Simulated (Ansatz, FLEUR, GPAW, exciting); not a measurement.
# ZnS: programs and potentials compared

```xyz
2
Lattice="0.0000 2.7020 2.7020 2.7020 0.0000 2.7020 2.7020 2.7020 0.0000" Properties=species:S:1:pos:R:3 pbc="T T T"
Zn    4.0530    4.0530    4.0530
S     0.0000    0.0000    0.0000
```

Alike in all runs: task band structure; functional PBEsol; k mesh 9 × 9 × 9; occupations fermi-dirac, width 0.05 eV; no spin polarisation; no spin-orbit coupling. Pressure is positive in compression and, in plane waves, holds the error of the finite cutoff. Gaps are the smaller of the mesh's and the band path's.

```csv
program and potentials,plane-wave cutoff (eV),notes,band gap (eV),pressure (GPa)
"FLEUR, all-electron, FLAPW",-,-,1.98,-
"GPAW, PAW data sets generated for this functional",600,-,1.97,-1.99
"exciting, all-electron LAPW+lo, shipped species files, valence relativity iora*",-,-,1.97,-
"Ansatz, all-electron LAPW, scalar-relativistic",-,-,?,?
```

Q: Estimate from the other rows what the run with Ansatz, all-electron LAPW, scalar-relativistic gave.

A: Band gap 1.98 eV; pressure -1.97 GPa. The other rows, which needn't bracket it: band gap 1.97 to 1.98; pressure -1.99.
